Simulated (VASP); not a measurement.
Set up this calculation in VASP 6.6.1, as the native input.

* Task: electrostatic potential
* Functional: RPBE
* Dispersion: D3(BJ)
* Potentials or basis: VASP PAW PBE potentials, release 64 (K_pv)
* Cutoff: 500 eV
* k mesh: 6 × 6 × 1
* Occupations: gaussian, width 0.01 eV
* Spin: no spin polarisation
* Dipole correction: yes
* Further INCAR settings: ALGO = Normal; EDIFF = 1e-06

The structure of K lies in POSCAR:

```
K
1.0
    4.5345090142      0.0000000000      0.0000000000
   -1.5115030047      4.2751760977      0.0000000000
    0.0000000000      0.0000000000     22.4048222126
K
3
Direct
    0.5000000000      0.5000000000      0.3347493646
    0.0000000000      0.0000000000      0.5000000000
    0.5000000000      0.5000000000      0.6652506354
```

The slab is cut from a database's or a generator's crystal, which needn't be the stable form of the element.

The cell isn't the ideal one: the (1 1 0) slab of K, cut from the database cell, not relaxed.

The input as run:

INCAR

```
  PREC = Accurate
  ENCUT = 500
  EDIFF = 1E-6
  ISMEAR = 0
  SIGMA = 0.01
  LREAL = F
  LASPH = T
  NELM = 80
  ALGO = Normal
  ISIF = 2
  LWAVE = F
  LCHARG = T
  LDIPOL = T
  IDIPOL = 3
  DIPOL = 0.5 0.5 0.500
  GGA = RP
  IVDW = 12
  LVHAR = T
  LVACPOTAV = T
```

KPOINTS

```
Automatic mesh
0
Gamma
  6 6 1
```

Potentials or basis: VASP PAW PBE potentials, release 64 (K_pv).

The run is started by

```console
$ cat potpaw_PBE.64/K_pv/POTCAR > POTCAR
$ mpirun -np 1 vasp_std > vasp.out
```

It gave:

- Largest force: 0.150 eV/Å
- Band gap on the k mesh: none (metal or under the smearing width)
- Dispersion energy per atom: -0.291 eV
- Work function of the upper face: 2.27 eV
- Work function of the lower face: 2.27 eV

Caveat: the PAW data sets were made with another functional, which shifts forces and pressure a little.

It took 110 s on 1 thread of Intel(R) Xeon(R) Platinum 8488C (Sapphire Rapids) (shared host), peak memory 0.5 GiB.
